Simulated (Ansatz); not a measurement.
# HfO2 (Pca2_1) in Ansatz: a series of runs

The runs below take HfO2 through single point, relaxation of cell and atoms, with PBE, BLYP.

Everything below comes from runs of Ansatz 0.2.0. Logs are shortened: lines on timing, memory, paths and dates and some standing lists are left out, and cuts for length are marked.

## (1) Starting point

Symmetry: Pca2_1, No. 29, orthorhombic system. The conventional cell has a = 5.219 Å, b = 5.005 Å, c = 5.033 Å, α = 90.00°, β = 90.00°, γ = 90.00°. Hf (site symmetry 1) has 7 O at 2.02 to 2.23 Å as nearest neighbours. O (site symmetry 1) is surrounded by 3 Hf at 2.02 to 2.13 Å. O (site symmetry 1) is surrounded by 4 Hf at 2.11 to 2.23 Å.

Measurements of this composition are mostly on another form, of space group No. 14.

## (2) Single point, PBE

Contents of input.yaml:

```yaml
crystal:
  lattice:
    - [5.21946336, 0.0, 0.0]
    - [0.0, 5.00476369, 0.0]
    - [0.0, 0.0, 5.03268505]
  atoms:
    - { symbol: Hf, position: [0.966994, 0.73252082, 0.74144035] }
    - { symbol: Hf, position: [0.533006, 0.73252082, 0.24144035] }
    - { symbol: Hf, position: [0.466994, 0.26747918, 0.74144035] }
    - { symbol: Hf, position: [0.033006, 0.26747918, 0.24144035] }
    - { symbol: O, position: [0.63212745, 0.9286454, 0.87926726] }
    - { symbol: O, position: [0.86787255, 0.9286454, 0.37926726] }
    - { symbol: O, position: [0.23394852, 0.53988305, 0.49229239] }
    - { symbol: O, position: [0.26605148, 0.53988305, 0.99229239] }
    - { symbol: O, position: [0.76605148, 0.46011695, 0.99229239] }
    - { symbol: O, position: [0.73394852, 0.46011695, 0.49229239] }
    - { symbol: O, position: [0.13212745, 0.0713546, 0.87926726] }
    - { symbol: O, position: [0.36787255, 0.0713546, 0.37926726] }
hamiltonian:
  xc: pbe
  pseudopotentials: { kind: paw }
kpoints:
  mp_grid: { grid: [5, 6, 5] }
scf:
  occupations: { method: gaussian, width: 0.011 }
output:
  forces: true
  stress: true
  eigenvalues: true
  write_density: true
  write_potential: true
  elf: true
  volumetric_format: npy
```

Potentials or basis: Ansatz PAW.

Launch:

```console
ansatz run input.yaml --threads 4 --pin off --max-ram 11264MiB --backend cpu --events-out ev --progress --plain --runs-dir out
```

What it wrote:

```text
Warning: RAYON_NUM_THREADS=4 ignored (pool sized by the plan → 4); use --threads N
Engine: ansatz 0.2.0, x86_64-unknown-linux-gnu
Pseudopotentials: kind: paw
Pseudopotential: Hf, paw, valence charge 26, recommended cutoff 420 eV (normal), Hf.paw.azcp
Pseudopotential: O, paw, valence charge 6, recommended cutoff 420 eV (normal), O.paw.azcp
Functional definition: PBE
  parameter kappa = 0.804
  parameter beta = 0.06672455060314922
  exchange = pbe_x(kappa = kappa, mu = beta*pi^2/3)
  correlation = pbe_c(beta = beta)
Crystal: 12 atoms, lattice volume = 131.465 Å³
Basis set: ecut = 420 eV, 2577 PW (Γ), exchange–correlation on 72×72×72 points (8 copies of the dense FFT grid, shifted against one another)
Bands: 92, of which v1, the nominal top of the filled ones, is band 76 counted from 1 (75 counted from 0)
Symmetry: 4 space group operations
Space group: Pca21 (ITA 29), of the structure as read, at distance tolerance 5.1e-5 Å
k-points: 36 of 150 (time reversal used)
Non-local potential: Hf, projectors of the file, l = 0: 3, l = 1: 2, l = 2: 2, l = 3: 3
Non-local potential: O, projectors of the file, l = 0: 2, l = 1: 2, l = 2: 1
PAW form: soft (Blöchl's): semilocal exchange-correlation on the pseudo side does not see the compensation charge
PAW one-centre angular grid: Hf, 590 points (default); XC on 64 Gauss nodes
PAW one-centre angular grid: O, 110 points (default); XC on 64 Gauss nodes
Initial density: superposition of atomic densities (neutral atoms: chi_scale 0, normalization atom), corrected by the library's trained network
Initial wavefunctions: pseudopotential atomic-orbital guess
Functional: x = pbe(κ = 0.804, μ = 0.2195149727645171), c = pbe(β = 0.06672455060314922)
SCF iter   1: F=—  HF=-67446.243901 eV  |F-HF|=—  |Δ(HF+E_count)|=         —  Δρ=3.55e-3  dr2=1.16e-2  ethr=1.77e-3  ⟨swp⟩=6.0  Hψ=10151  notcnv=0  defer=154
preconditioner: auto → Resta (q_TF=auto, 2.795 Å⁻¹)  ε∞=5.5  [insulator: Δε(μ)=4.521 eV  Ē_g=18.271 eV  σ=0.011 eV  W_gap=1.00  n_scr=52 (ndim 8)  ℏωp=38.9 eV  f_vac=0.038  D(μ)=0.00/eV (n_scr^D=0)  ε∞_Penn≈5.5]
SCF iter   2: F=—  HF=-67446.243767 eV  |F-HF|=—  |Δ(HF+E_count)|=   1.33e-4  Δρ=1.68e-3  dr2=1.50e-3  ethr=7.64e-6  ⟨swp⟩=2.0  Hψ=6204  notcnv=0  defer=348
SCF iter   3: F=—  HF=-67446.244336 eV  |F-HF|=—  |Δ(HF+E_count)|=   5.68e-4  Δρ=7.83e-4  dr2=4.70e-4  ethr=9.87e-7  ⟨swp⟩=2.0  Hψ=4090  notcnv=0  defer=348
SCF iter   4: F=—  HF=-67446.244592 eV  |F-HF|=—  |Δ(HF+E_count)|=   2.57e-4  Δρ=1.38e-4  dr2=2.82e-5  ethr=3.09e-7  ⟨swp⟩=2.0  Hψ=5390  notcnv=0  defer=348
SCF iter   5: F=—  HF=-67446.244845 eV  |F-HF|=—  |Δ(HF+E_count)|=   2.53e-4  Δρ=8.51e-5  dr2=7.64e-6  ethr=1.85e-8  ⟨swp⟩=2.0  Hψ=5696  notcnv=0  defer=348
SCF iter   6: F=—  HF=-67446.244844 eV  |F-HF|=—  |Δ(HF+E_count)|=   1.68e-6  Δρ=3.34e-5  dr2=1.49e-6  ethr=5.02e-9  ⟨swp⟩=2.0  Hψ=4716  notcnv=0  defer=348
SCF iter   7: F=—  HF=-67446.244844 eV  |F-HF|=—  |Δ(HF+E_count)|=   4.34e-7  Δρ=9.79e-6  dr2=1.27e-7  ethr=9.81e-10  ⟨swp⟩=2.0  Hψ=5124  notcnv=0  defer=348
SCF iter   8: F=-67446.244844 eV  HF=-67446.244844 eV  |F-HF|=7.41e-9  |Δ(HF+E_count)|=   1.46e-8  Δρ=3.13e-6  dr2=1.32e-8  ethr=6.58e-11  ⟨swp⟩=13.8  Hψ=24175  notcnv=0
SCF 1 converged in 8 iterations: F = -67446.244844 eV  dr2 = 1.32e-8
SCF converged after 8 iterations
Free energy (F): -67446.244844 eV
Harris-Foulkes:  -67446.244844 eV  (|F-HF|=7.41e-9)
Internal energy: -67446.244844 eV  (E = F + TS)
E sigma→0 (E₀):  -67446.244844 eV
Fermi energy:    17.481213 eV
--- Per-component energies (eV) ---
  E_band       = 178.533735
  E_kinetic    = 3097.860952
  E_local      = -23356.260330  (includes V_loc(G=0)·N_el)
  E_nonlocal   = -4586.472258
  E_hartree    = 10717.973175
  E_xc         = -1793.916985
  E_vxc        = -1822.956257  (∫ρ·V_xc dr)
  E_paw        = -28975.855012  (= ΣΔE_a)
  E_vpaw       = 5410.402674  (= ΣTr[D̂ρ^β])
  E_aug_tail   = 0.019849  (compensation charges beyond the density's cutoff)
  E_ewald      = -22549.594236
  E_smearing   = -0.000000  (= −TS)
  E_closure    = 0.000000  (closes the sum)
  Σ components = -67446.244844   (vs F -67446.244844, Δ=0.00e0)
--- Forces (eV/Å), atoms counted from 1 ---
  atom   1  Hf     0.05242223    -0.02691230     0.08950283
  atom   2  Hf    -0.05242223    -0.02691230     0.08950283
  atom   3  Hf     0.05242223     0.02691230     0.08950283
  atom   4  Hf    -0.05242223     0.02691230     0.08950283
  atom   5  O     -0.02969831    -0.03399149    -0.01108588
  atom   6  O      0.02969831    -0.03399149    -0.01108588
  atom   7  O      0.03439334     0.07911175    -0.07841270
  atom   8  O     -0.03439334     0.07911175    -0.07841270
  atom   9  O     -0.03439334    -0.07911175    -0.07841270
  atom  10  O      0.03439334    -0.07911175    -0.07841270
  atom  11  O     -0.02969831     0.03399149    -0.01108588
  atom  12  O      0.02969831     0.03399149    -0.01108588
  max |Σ_I F_I| component: 1.70e-5 eV/Å
--- Stress (GPa, compression-positive) ---
        9.831301       0.000000       0.000000
        0.000000       9.930049       0.000000
        0.000000       0.000000       9.508951
  P = ⅓ Tr σ = 9.7568 GPa (97.568 kbar)
--- Band table (eV; the first three rows and the last of 36) ---
  k-point 0: bands = ["-45.0700", "-45.0489", "-45.0486", "-45.0467", "-14.1884", "-14.1642", "-14.1592", "-13.8827", "-13.8382", "-13.8203", "-13.8054", "-13.7943", "-13.7866", "-13.6779", "-13.6649", "-13.6638", "-3.0365", "-1.6218", "-1.4117", "-1.4070", "-0.8781", "-0.7827", "-0.7394", "-0.6399", "5.0584", "5.0639", "5.0680", "5.0703", "5.0733", "5.0748", "5.0774", "5.0781", "5.0794", "5.0833", "5.0848", "5.0877", "5.0914", "5.0926", "5.0971", "5.0971", "5.1011", "5.1014", "5.1039", "5.1091", "5.1162", "5.1183", "5.1192", "5.1231", "5.1405", "5.1555", "5.1577", "5.2322", "9.6232", "9.7242", "9.8534", "10.5191", "10.6813", "10.7405", "12.0724", "12.1485", "12.1549", "12.1789", "12.6837", "12.9413", "13.1294", "13.2580", "13.3735", "13.5904", "13.7872", "13.9798", "14.1139", "14.2960", "14.5594", "15.0744", "15.1895", "15.2397", "20.2376", "20.4950", "20.6013", "21.0321", "21.1448", "21.2767", "21.2794", "21.4289", "21.6835", "22.1259", "22.7095", "22.7372", "22.9578", "22.9631", "23.7616", "23.8075"]
  k-point 1: bands = ["-45.0678", "-45.0489", "-45.0488", "-45.0486", "-14.1487", "-14.1400", "-14.1334", "-13.9231", "-13.8365", "-13.8302", "-13.8243", "-13.7962", "-13.7616", "-13.7038", "-13.6892", "-13.6752", "-2.8620", "-1.5964", "-1.4593", "-1.4276", "-0.9732", "-0.7771", "-0.7397", "-0.6910", "5.0562", "5.0637", "5.0664", "5.0693", "5.0708", "5.0754", "5.0775", "5.0802", "5.0806", "5.0835", "5.0857", "5.0872", "5.0903", "5.0919", "5.0961", "5.0968", "5.1009", "5.1050", "5.1082", "5.1112", "5.1175", "5.1177", "5.1183", "5.1205", "5.1386", "5.1555", "5.1577", "5.2202", "9.7618", "9.8226", "10.0665", "10.5797", "10.8134", "11.0813", "11.7337", "11.8143", "12.0794", "12.2542", "12.4281", "12.9916", "13.0409", "13.1593", "13.2951", "13.7939", "13.7983", "14.0023", "14.1859", "14.1980", "14.3295", "15.0118", "15.1192", "15.1412", "20.1111", "20.4903", "20.5186", "20.9786", "21.1263", "21.3060", "21.3637", "21.4997", "22.0155", "22.3682", "22.7768", "22.8251", "22.9237", "23.0738", "23.7093", "23.9676"]
  k-point 2: bands = ["-45.0620", "-45.0547", "-45.0488", "-45.0487", "-14.0856", "-14.0571", "-14.0515", "-14.0063", "-13.9085", "-13.8671", "-13.8138", "-13.8110", "-13.7410", "-13.7280", "-13.7163", "-13.7022", "-2.4009", "-1.8313", "-1.5359", "-1.4721", "-0.9678", "-0.8231", "-0.7624", "-0.7467", "5.0547", "5.0576", "5.0680", "5.0681", "5.0687", "5.0717", "5.0749", "5.0772", "5.0857", "5.0871", "5.0882", "5.0902", "5.0902", "5.0951", "5.0966", "5.0987", "5.1033", "5.1044", "5.1065", "5.1084", "5.1138", "5.1150", "5.1243", "5.1248", "5.1426", "5.1499", "5.1659", "5.1909", "9.8891", "10.2049", "10.6124", "10.8829", "11.1562", "11.2768", "11.3552", "11.4219", "11.6719", "12.3093", "12.3322", "12.5578", "12.9700", "13.1665", "13.3344", "13.3486", "13.3542", "13.7812", "14.2698", "14.3148", "14.7729", "14.9675", "15.0031", "15.0062", "19.9198", "20.0990", "20.5395", "20.7087", "21.3780", "21.4109", "21.4335", "21.5364", "22.7195", "22.7978", "22.8091", "22.8461", "23.2082", "23.2631", "23.7911", "24.3362"]
  k-point 35: bands = ["-45.0560", "-45.0542", "-45.0523", "-45.0516", "-14.1664", "-14.1586", "-14.1370", "-14.1302", "-13.7814", "-13.7679", "-13.7487", "-13.7411", "-13.7217", "-13.7194", "-13.7092", "-13.6982", "-2.0184", "-1.8862", "-1.8116", "-1.7789", "-0.8390", "-0.7713", "-0.7694", "-0.7031", "5.0606", "5.0625", "5.0643", "5.0643", "5.0736", "5.0737", "5.0774", "5.0781", "5.0819", "5.0866", "5.0878", "5.0892", "5.0930", "5.0934", "5.0976", "5.0991", "5.1050", "5.1068", "5.1070", "5.1092", "5.1182", "5.1201", "5.1203", "5.1214", "5.1451", "5.1452", "5.1497", "5.1537", "10.5910", "10.7984", "10.9127", "11.0017", "11.1543", "11.1688", "11.2736", "11.5305", "12.1151", "12.2624", "12.4920", "12.5349", "13.0039", "13.0329", "13.1297", "13.3628", "13.6544", "13.7194", "13.7768", "13.9413", "14.1954", "14.4201", "14.4925", "14.6493", "19.7742", "19.9515", "20.0573", "20.3030", "21.0297", "21.1314", "21.3995", "21.4993", "22.0831", "22.3904", "22.3984", "22.7237", "23.8193", "24.0180", "24.0767", "24.3536"]
```

It took 26 s on 4 threads of Intel Xeon at 2.50GHz (Skylake/Cascade Lake), shared host; peak memory 0.74 GiB.

What came out:

```
Free energy            : -67446.2448 eV
Pressure               : 9.8 GPa
Largest force          : 0.117 eV/Å
Band gap on the k mesh : 4.48 eV, indirect (least direct gap 4.68 eV)
```

Forces on the atoms (eV/Å):
```
Hf   0.052 -0.027  0.090
Hf  -0.052 -0.027  0.090
Hf   0.052  0.027  0.090
Hf  -0.052  0.027  0.090
O   -0.030 -0.034 -0.011
O    0.030 -0.034 -0.011
O    0.034  0.079 -0.078
O   -0.034  0.079 -0.078
O   -0.034 -0.079 -0.078
O    0.034 -0.079 -0.078
O   -0.030  0.034 -0.011
O    0.030  0.034 -0.011
```

Caveat: odd divisions of the mesh miss points on the zone boundary, where band edges often lie, so the gap on the mesh can be too wide; the pressure holds a Pulay correction of +0.8 GPa for the finite cutoff; spin-orbit coupling is left out, which moves the levels of the heavy elements. A k mesh can miss the band edges.

## (3) Relaxation of cell and atoms, PBE

input.yaml: that of step 2 with these lines changed.

```diff
@@ -24,3 +24,3 @@
 scf:
-  occupations: { method: gaussian, width: 0.011 }
+  occupations: { method: fermi_dirac, width: 0.05 }
 output:
@@ -28,6 +28,5 @@
   stress: true
-  eigenvalues: true
-  write_density: true
-  write_potential: true
-  elf: true
-  volumetric_format: npy
+relax:
+  f_tol: 0.01
+  max_steps: 40
+  cell: { stress_tol: 0.05 }
```

Potentials or basis: Ansatz PAW.

Launch:

```console
ansatz run input.yaml --threads 4 --pin off --max-ram 11264MiB --backend cpu --events-out ev --progress --plain --runs-dir out
```

Run time: 3 min. Hardware: 4 threads of Intel Xeon at 2.50GHz (Skylake/Cascade Lake), shared host; peak memory 0.77 GiB.

Results (log left out):

```yaml
Free_energy: -67446.3990 eV
Relaxed_volume: 11.41 Å³/atom
Relaxed_cell: a = 5.294 Å, b = 5.069 Å, c = 5.101 Å, α = 90.00°, β = 90.00°, γ = 90.00°
Space_group_after_relaxing_to_0.05_Å: Pca2_1 (No. 29)
Energy_gained_by_relaxing: 12.8 meV/atom
Ionic_steps: 9
Pressure_after_relaxing: 0.0 GPa
Band_gap_on_the_k_mesh: 4.38 eV
```

The path:
| step | energy change (eV) | largest force (eV/Å) | volume (Å³) |
| --- | --- | --- | --- |
| 1 | 0.0000 | 0.1166 | 131.46 |
| 2 | -0.1086 | 0.0577 | 137.38 |
| 3 | -0.1196 | 0.0465 | 136.46 |
| 4 | -0.1209 | 0.0276 | 136.42 |
| 5 | -0.1209 | 0.0280 | 136.66 |
| 6 | -0.1211 | 0.0015 | 136.64 |
| 7 | -0.1540 | 0.0035 | 136.64 |
| 8 | -0.1531 | 0.0012 | 136.88 |
| 9 | -0.1541 | 0.0013 | 136.88 |

Final structure:
```xyz
12
Lattice="5.2936 0.0000 0.0000 0.0000 5.0691 0.0000 0.0000 0.0000 5.1012" Properties=species:S:1:pos:R:3 pbc="T T T"
Hf    5.1210    3.7192    3.7749
Hf    2.8194    3.7192    1.2243
Hf    2.4742    1.3499    3.7749
Hf    0.1726    1.3499    1.2243
O     3.3593    4.7263    4.5051
O     4.5811    4.7263    1.9545
O     1.2135    2.7231    2.4988
O     1.4333    2.7231    5.0493
O     4.0801    2.3459    5.0493
O     3.8602    2.3459    2.4988
O     0.7125    0.3427    4.5051
O     1.9343    0.3427    1.9545
```

Caveat: odd divisions of the mesh miss points on the zone boundary, where band edges often lie, so the gap on the mesh can be too wide; the plane-wave basis is chosen anew once the cell has moved, so the energies of steps on either side of that aren't comparable; the pressure holds a Pulay correction of +0.8 GPa for the finite cutoff; spin-orbit coupling is left out, which moves the levels of the heavy elements. A k mesh can miss the band edges.

## (4) Relaxation of cell and atoms, BLYP

input.yaml: that of step 3 with these lines changed.

```diff
@@ -19,3 +19,3 @@
 hamiltonian:
-  xc: pbe
+  xc: blyp
   pseudopotentials: { kind: paw }
@@ -28,2 +28,6 @@
   stress: true
+  write_density: true
+  write_potential: true
+  elf: true
+  volumetric_format: npy
 relax:
```

Launch:

```console
ansatz run input.yaml --threads 4 --pin off --max-ram 11264MiB --backend cpu --events-out ev --progress --plain --runs-dir out
```

Run time: 3.9 min. Hardware: 4 threads of Intel Xeon at 2.50GHz (Skylake/Cascade Lake), shared host; peak memory 0.8 GiB.

It converged, with:

```yaml
Free_energy: -67558.0609 eV
Relaxed_volume: 11.78 Å³/atom
Relaxed_cell: a = 5.368 Å, b = 5.111 Å, c = 5.153 Å, α = 90.00°, β = 90.00°, γ = 90.00°
Space_group_after_relaxing_to_0.05_Å: Pca2_1 (No. 29)
Energy_gained_by_relaxing: 37.5 meV/atom
Ionic_steps: 11
Pressure_after_relaxing: 0.0 GPa
Band_gap_on_the_k_mesh: 4.39 eV, indirect (least direct gap 4.62 eV)
```

Step by step:
| step | energy change (eV) | largest force (eV/Å) | volume (Å³) |
| --- | --- | --- | --- |
| 1 | 0.0000 | 0.1562 | 131.46 |
| 2 | -0.3300 | 0.1192 | 141.66 |
| 3 | -0.3598 | 0.1042 | 140.07 |
| 4 | -0.3619 | 0.2775 | 140.84 |
| 5 | -0.3689 | 0.0353 | 140.76 |
| 6 | -0.3710 | 0.0261 | 140.69 |
| 7 | -0.3714 | 0.0011 | 140.67 |
| 8 | -0.4484 | 0.0044 | 140.67 |
| 9 | -0.4465 | 0.0043 | 141.28 |
| 10 | -0.4461 | 0.0010 | 141.36 |
| 11 | -0.4502 | 0.0008 | 141.36 |

Final structure:
```
Hf O
1.0
     5.36755    0.00000    0.00000
     0.00000    5.11098    0.00000
     0.00000    0.00000    5.15271
Hf O
4 8
Direct
  0.96750 0.73561 0.73620
  0.53250 0.73561 0.23620
  0.46750 0.26439 0.73620
  0.03250 0.26439 0.23620
  0.63782 0.93867 0.88775
  0.86218 0.93867 0.38775
  0.22054 0.53203 0.48905
  0.27946 0.53203 0.98905
  0.77946 0.46797 0.98905
  0.72054 0.46797 0.48905
  0.13782 0.06133 0.88775
  0.36218 0.06133 0.38775
```

Levels at points of the mesh, in eV from the valence-band top:
```
            k point  band 74  band 75  band 76  band 77  band 78  band 79
 (0.00, 0.00, 0.00)    -0.18    -0.08     0.00     4.79     4.98     5.21
(0.00, -0.50, 0.00)    -0.39    -0.16    -0.15     4.47     4.80     4.88
```

Caveat: odd divisions of the mesh miss points on the zone boundary, where band edges often lie, so the gap on the mesh can be too wide; the plane-wave basis is chosen anew once the cell has moved, so the energies of steps on either side of that aren't comparable; the pressure holds a Pulay correction of +0.9 GPa for the finite cutoff; spin-orbit coupling is left out, which moves the levels of the heavy elements; the PAW data sets come from PBE, with cores solved anew for the run's functional, which leaves a small shift of forces and pressure. A k mesh can miss the band edges.

## (5) Single point, PBE

input.yaml: that of step 4 with these lines changed.

```diff
@@ -19,3 +19,3 @@
 hamiltonian:
-  xc: blyp
+  xc: pbe
   pseudopotentials: { kind: paw }
@@ -24,3 +24,3 @@
 scf:
-  occupations: { method: fermi_dirac, width: 0.05 }
+  occupations: { method: gaussian, width: 0.012 }
 output:
@@ -28,9 +28,2 @@
   stress: true
-  write_density: true
-  write_potential: true
-  elf: true
-  volumetric_format: npy
-relax:
-  f_tol: 0.01
-  max_steps: 40
-  cell: { stress_tol: 0.05 }
+  eigenvalues: true
```

Launch:

```console
ansatz run input.yaml --threads 4 --pin off --max-ram 11264MiB --backend cpu --events-out ev --progress --plain --runs-dir out
```

Run time: 18 s. Hardware: 4 threads of Intel Xeon at 2.50GHz (Skylake/Cascade Lake), shared host; peak memory 0.72 GiB.

Results (log left out):

```yaml
Free_energy: -67446.2448 eV
Pressure: 9.8 GPa
Largest_force: 0.117 eV/Å
Band_gap_on_the_k_mesh: 4.48 eV, indirect (least direct gap 4.68 eV)
```

Forces in eV/Å, atoms in the order of the input:
```
Hf   0.052 -0.027  0.090
Hf  -0.052 -0.027  0.090
Hf   0.052  0.027  0.090
Hf  -0.052  0.027  0.090
O   -0.030 -0.034 -0.011
O    0.030 -0.034 -0.011
O    0.034  0.079 -0.078
O   -0.034  0.079 -0.078
O   -0.034 -0.079 -0.078
O    0.034 -0.079 -0.078
O   -0.030  0.034 -0.011
O    0.030  0.034 -0.011
```

Stress tensor (GPa, compression positive):
```
9.83 0.00 0.00
0.00 9.93 0.00
0.00 0.00 9.51
```

Levels at points of the mesh, in eV from the valence-band top:
```
            k point  band 72  band 73  band 74  band 75  band 76  band 77  band 78  band 79  band 80  band 81
 (0.00, 0.00, 0.00)    -0.94    -0.68    -0.17    -0.05     0.00     5.00     5.26     5.36     5.79     5.91
(0.00, -0.50, 0.00)    -0.80    -0.79    -0.38    -0.18    -0.11     4.57     4.95     5.02     5.66     5.66
```

Caveat: odd divisions of the mesh miss points on the zone boundary, where band edges often lie, so the gap on the mesh can be too wide; the pressure holds a Pulay correction of +0.8 GPa for the finite cutoff; spin-orbit coupling is left out, which moves the levels of the heavy elements.

## (6) The runs side by side

```tsv
task	level	cell	smearing	gap on the mesh (eV)	pressure (GPa)	relaxed volume (Å³/atom)	largest force (eV/Å)
single point	PBE	as given	gaussian 0.011 eV	4.48	9.8	-	0.12
relaxation of cell and atoms	PBE	relaxed	fermi-dirac 0.05 eV	4.38	0.0	11.41	-
relaxation of cell and atoms	BLYP	relaxed	fermi-dirac 0.05 eV	4.39	0.0	11.78	-
single point	PBE	as given	gaussian 0.012 eV	4.48	9.8	-	0.12
```

Alike in all rows: potentials or basis Ansatz PAW; no spin polarisation; k mesh 5 × 6 × 5; cutoff (eV) 420.

Caveats: odd divisions of the mesh miss points on the zone boundary, where band edges often lie, so the gap on the mesh can be too wide; spin-orbit coupling is left out, which moves the levels of the heavy elements; the plane-wave basis is chosen anew once the cell has moved, so the energies of steps on either side of that aren't comparable (some runs); the PAW data sets come from PBE, with cores solved anew for the run's functional, which leaves a small shift of forces and pressure (some runs).

Absolute energies hang on the potentials; compare differences alone.
